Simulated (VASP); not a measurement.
# Cu (Fm-3m) in VASP: relaxation of cell and atoms with PBE

Aim: the relaxation of cell and atoms of Cu with PBE.

All numbers are computed with VASP 6.6.1; they aren't measurements. Logs are shortened: lines on timing, memory, paths and dates and some standing lists are left out, and cuts for length are marked.

## Step 1: The crystal as given

The structure is cubic, space group Fm-3m (No. 225). The conventional cell has a = 3.630 Å, b = 3.630 Å, c = 3.630 Å, α = 90.00°, β = 90.00°, γ = 90.00°. Around Cu (site symmetry m-3m) lie 12 Cu at 2.57 Å.

The cell was built by a generator and needn't be a form met in nature.

## Step 2: Relaxation of cell and atoms, PBE

INCAR

```
SYSTEM = Cu
PREC = Accurate
ENCUT = 600
EDIFF = 1E-6
ISMEAR = 1
SIGMA = 0.2
LREAL = .False.
LASPH = .True.
NELM = 60
ALGO = Normal
ISIF = 3
LWAVE = .False.
LCHARG = .False.
GGA = PE
IBRION = 2
NSW = 60
EDIFFG = -0.01
KPAR = 8
```

KPOINTS

```
Automatic mesh
0
Gamma
  40 40 40
  0 0 0
```

POSCAR

```
Cu
1.0
    0.0000000000      1.8150000000      1.8150000000
    1.8150000000      0.0000000000      1.8150000000
    1.8150000000      1.8150000000      0.0000000000
Cu
1
Direct
    0.0000000000      0.0000000000      0.0000000000
```

Potentials or basis: VASP PAW PBE potentials, release 64 (Cu).

Launch:

```
cat potpaw_PBE.64/Cu/POTCAR > POTCAR
mpirun -np 8 vasp_std > vasp.out
```

OUTCAR:

```text
SYSTEM = Cu
   PREC = Accurate
   ENCUT = 600
   EDIFF = 1E-6
   ISMEAR = 1
   LREAL = .False.
   LASPH = .True.
   NELM = 60
   ISIF = 3
   GGA = PE
   IBRION = 2
   NSW = 60
   EDIFFG = -0.01

 ion  position               nearest neighbor table
   1  0.000  0.000  0.000-

  LATTYP: Found a face centered cubic cell.
 ALAT       =     3.6300000000

  Lattice vectors:

 A1 = (   0.0000000000,   1.8150000000,   1.8150000000)
 A2 = (   1.8150000000,   0.0000000000,   1.8150000000)
 A3 = (   1.8150000000,   1.8150000000,   0.0000000000)

Analysis of symmetry for initial positions (statically):
=====================================================================
 Subroutine PRICEL returns:
 Original cell was already a primitive cell.

 Routine SETGRP: Setting up the symmetry group for a
 face centered cubic supercell.

 Subroutine GETGRP returns: Found 48 space group operations
 (whereof 48 operations were pure point group operations)
 out of a pool of 48 trial point group operations.

The static configuration has the point symmetry O_h .

Analysis of symmetry for dynamics (positions and initial velocities):
=====================================================================
 Subroutine PRICEL returns:
 Original cell was already a primitive cell.

 Routine SETGRP: Setting up the symmetry group for a
 face centered cubic supercell.

 Subroutine GETGRP returns: Found 48 space group operations
 (whereof 48 operations were pure point group operations)
 out of a pool of 48 trial point group operations.

The dynamic configuration has the point symmetry O_h .

 Subroutine INISYM returns: Found 48 space group operations
 (whereof 48 operations are pure point group operations),
 and found     1 'primitive' translations

----------------------------------------------------------------------------------------

                                     Primitive cell

  volume of cell :      11.9580

  direct lattice vectors                    reciprocal lattice vectors
     0.000000000  1.815000000  1.815000000    -0.275482094  0.275482094  0.275482094
     1.815000000  0.000000000  1.815000000     0.275482094 -0.275482094  0.275482094
[... 91 lines left out ...]
   POTIM  = 0.5000    time-step for ionic-motion
   TEBEG  =    0.0;   TEEND  =   0.0 temperature during run
   PSTRESS=    0.0 pullay stress
   NELECT =      11.0000    total number of electrons
   NUPDOWN=      -1.0000    fix difference up-down
   EMIN   =  10.00;   EMAX   =-10.00  energy-range for DOS
   EFERMI =   0.00;   METHOD = LEGACY
   ISMEAR =     1;   SIGMA  =   0.20  broadening in eV -4-tet -1-fermi 0-gaus
   EFERMI_NEDOS =   21; number of points for ismear=-14 and -15
   IALGO  =     38    algorithm
   IMIX   =      4    mixing-type and parameters
     AMIX     =   0.40;   BMIX     =  1.00
     AMIX_MAG =   1.60;   BMIX_MAG =  1.00
  volume/ion in A,a.u.               =      11.96        80.70
  Fermi-wavevector in a.u.,A,eV,Ry     =   1.592157  3.008740 34.490258  2.534962
  Thomas-Fermi vector in A             =   2.690585
   LORBIT       =      0    0 simple, 1 ext, 2 COOP (PROOUT), +10 PAW based schemes
   GGA     = PE    functional components
   LHFCALC =     F    Hartree Fock is set to
   AEXX    =    0.0000 exact exchange contribution
   IVDW    =     0    specifies the selected vdW correction
   LEPSILON=     F    determine dielectric tensor
   LRPA    =     F    only Hartree local field effects (RPA)
 conjugate gradient relaxation of ions
 non-spin polarized calculation
 Methfessel and Paxton  Order N= 1 SIGMA  =   0.20
  energy-cutoff  :      600.00
  volume of cell :       11.96
 maximum number of plane-waves:       415
 NGX is ok and might be reduce to    24
   NGX = 11   NGY = 11   NGZ = 11

--------------------------------------- Ionic step        1  -------------------------------------------

 number of electron      10.9999998 magnetization

 Free energy of the ion-electron system (eV)
  ---------------------------------------------------
  ext. energy  EPLUGINS =         0.00000000
  ---------------------------------------------------
  free energy    TOTEN  =        -3.72767204 eV

  energy without entropy =       -3.72751924  energy(sigma->0) =       -3.72762110

------------------------ aborting loop because EDIFF is reached ----------------------------------------

  FORCE on cell =-STRESS in cart. coord.  units (eV):
  Direction    XX          YY          ZZ          XY          YZ          ZX
  --------------------------------------------------------------------------------------
  -------------------------------------------------------------------------------------
  Total        0.0388982      0.0388982      0.0388982      0.0000000      0.0000000     -0.0000000
  in kB        5.2117142      5.2117142      5.2117142      0.0000000      0.0000000     -0.0000000
  external PRESSURE =       5.2117142 kB  Pullay stress =       0.0000000 kB
[... 57 lines left out ...]
--------------------------------------- Ionic step        3  -------------------------------------------

 number of electron      10.9999998 magnetization

 Free energy of the ion-electron system (eV)
  ---------------------------------------------------
  ext. energy  EPLUGINS =         0.00000000
  ---------------------------------------------------
  free energy    TOTEN  =        -3.72774274 eV

  energy without entropy =       -3.72758037  energy(sigma->0) =       -3.72768861

 E-fermi :   7.4067     XC(G=0): -12.6332

 val. band max:        7.4044970933   @ k =   0.5000   0.3500   0.1500
 cond. band min:       7.4084089602   @ k =   0.5000   0.2250   0.0750
 fundamental gap:      0.0039118669
 Fermi energy:         7.4066533487

 k-point     1 :       0.0000    0.0000    0.0000
  band No.  band energies     occupation
      1      -1.8416      2.00000
      2       4.4082      2.00000
      3       4.4082      2.00000
      4       4.4082      2.00000
      5       5.2097      2.00000
      6       5.2097      2.00000
      7      29.8533      0.00000
      8      32.3734      0.00000
      9      32.3734      0.00000
[... 265 lines left out ...]
 k-point    24 :       0.0750    0.0250    0.0000
  band No.  band energies     occupation
      1      -1.6617      2.00000
      2       4.3668      2.00000
      3       4.4425      2.00000
      4       4.4451      2.00000
      5       5.1799      2.00000
      6       5.2135      2.00000
      7      28.7918      0.00000
      8      30.6972      0.00000
      9      31.2631      0.00000

 [... further k-points ...]
[... 5 lines left out ...]
  --------------------------------------------------------------------------------------
  -------------------------------------------------------------------------------------
  Total        0.0012119      0.0012119      0.0012119     -0.0000000     -0.0000000      0.0000000
  in kB        0.1617897      0.1617897      0.1617897     -0.0000000     -0.0000000      0.0000000
  external PRESSURE =       0.1617897 kB  Pullay stress =       0.0000000 kB
[... 16 lines left out ...]
  FREE ENERGIE OF THE ION-ELECTRON SYSTEM (eV)
  ---------------------------------------------------
  free  energy   TOTEN  =        -3.7277427357 eV

  energy  without entropy=       -3.7275803721  energy(sigma->0) =       -3.72768861

 reached required accuracy - stopping structural energy minimisation
```

CONTCAR:

```text
Cu
   1.00000000000000
     0.0000000000000000    1.8171973642912709    1.8171973642912709
     1.8171973642912709    0.0000000000000000    1.8171973642912709
     1.8171973642912709    1.8171973642912709   -0.0000000000000000
  Cu
     1
Direct
     0.0000000000000000    0.0000000000000000    0.0000000000000000

  0.00000000E+00  0.00000000E+00  0.00000000E+00
```

Run time: 22 s. Hardware: 8 MPI ranks of Intel Xeon 6975P-C (Granite Rapids), shared host; peak memory 0.35 GiB.

Results:

| Quantity | Value |
| --- | --- |
| Free energy | -3.7277 eV |
| Relaxed volume | 12.00 Å³/atom |
| Relaxed cell | a = 2.570 Å, b = 2.570 Å, c = 2.570 Å, α = 60.00°, β = 60.00°, γ = 60.00° |
| Space group after relaxing (to 0.05 Å) | Fm-3m (No. 225) |
| Energy gained by relaxing | 0.1 meV/atom |
| Ionic steps | 3 |
| Pressure after relaxing | 0.0 GPa |
| Band gap on the k mesh | none (metal or under the smearing width) |

Final structure:
```
Cu
1.0
     0.00000    1.81720    1.81720
     1.81720    0.00000    1.81720
     1.81720    1.81720    0.00000
Cu
1
Cartesian
  0.0000 0.0000 0.0000
```
